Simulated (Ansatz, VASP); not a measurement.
**CdS: VASP beside Ansatz**

File INCAR:

```
SYSTEM = CdS
  PREC = Accurate
  ENCUT = 520
  EDIFF = 1E-7
  ISMEAR = 0
  SIGMA = 0.05
  LREAL = .FALSE.
  LASPH = .TRUE.
  NELM = 100
  ALGO = Fast
  ISIF = 2
  LWAVE = .FALSE.
  LCHARG = .TRUE.
  GGA = PE
  LELF = .TRUE.
  LVHAR = .TRUE.
  NBANDS = 26
```

File KPOINTS:

```
regular mesh
0
G
  9 9 6
  0 0 0
```

File POSCAR:

```
CdS
1.0
    3.8909950226      0.0000000000      0.0000000000
   -1.9454975113      3.3697005356      0.0000000000
    0.0000000000      0.0000000000      7.6212625907
Cd S
2 2
Direct
    0.3333333333      0.6666666667      0.0000000000
    0.6666666667      0.3333333333      0.5000000000
    0.3333333333      0.6666666667      0.3850000000
    0.6666666667      0.3333333333      0.8850000000
```

Input for Ansatz:

```yaml
crystal:
  lattice:
    - [3.8909950226, 0.0, 0.0]
    - [-1.9454975113, 3.3697005356, 0.0]
    - [0.0, 0.0, 7.6212625907]
  atoms:
    - { symbol: Cd, position: [0.3333333333, 0.6666666667, 0.0] }
    - { symbol: Cd, position: [0.6666666667, 0.3333333333, 0.5] }
    - { symbol: S, position: [0.3333333333, 0.6666666667, 0.385] }
    - { symbol: S, position: [0.6666666667, 0.3333333333, 0.885] }
basis:
  ecutwfc: 420
kpoints:
  mp_grid: { grid: [9, 9, 6] }
hamiltonian:
  xc: pbe
scf:
  occupations: { method: gaussian, width: 0.05 }
output:
  forces: true
  stress: true
  eigenvalues: true
```

Alike in both runs: task single point; functional PBE; k mesh 9 × 9 × 6; occupations gaussian, width 0.05 eV; no spin polarisation.

|  | VASP | Ansatz |
| --- | --- | --- |
| version | VASP 6.6.1 | Ansatz 0.2.0 |
| potentials or method | VASP PAW PBE potentials, release 64 (Cd, S) | scalar-relativistic, plane waves, PAW |
| plane-wave cutoff (eV) | 520 | 420 |
| valence electrons in the cell | 36 | 52 |

```tsv
	VASP	Ansatz	Ansatz less VASP
gap on the k mesh at the Fermi level (eV)	0.88	0.88	-0.002
least direct gap on the mesh (eV)	0.88	0.88	-0.002
pressure (GPa)	7.2	6.8	-0.43
largest component of the traceless stress (GPa)	10.82	10.58	-0.241
rms of the force components (eV/Å)	0.568	0.542	-0.0259
```

Atom by atom the forces differ by 0.026 eV/Å (rms over components). The functional is the same, so the differences come from potentials, cutoffs and numerics. The two sets of potentials don't hold the same shells in valence.

Caveats: an odd mesh through Γ misses points on the zone boundary, where band edges often lie. As with any semilocal functional, this PBE gap is likely too small.
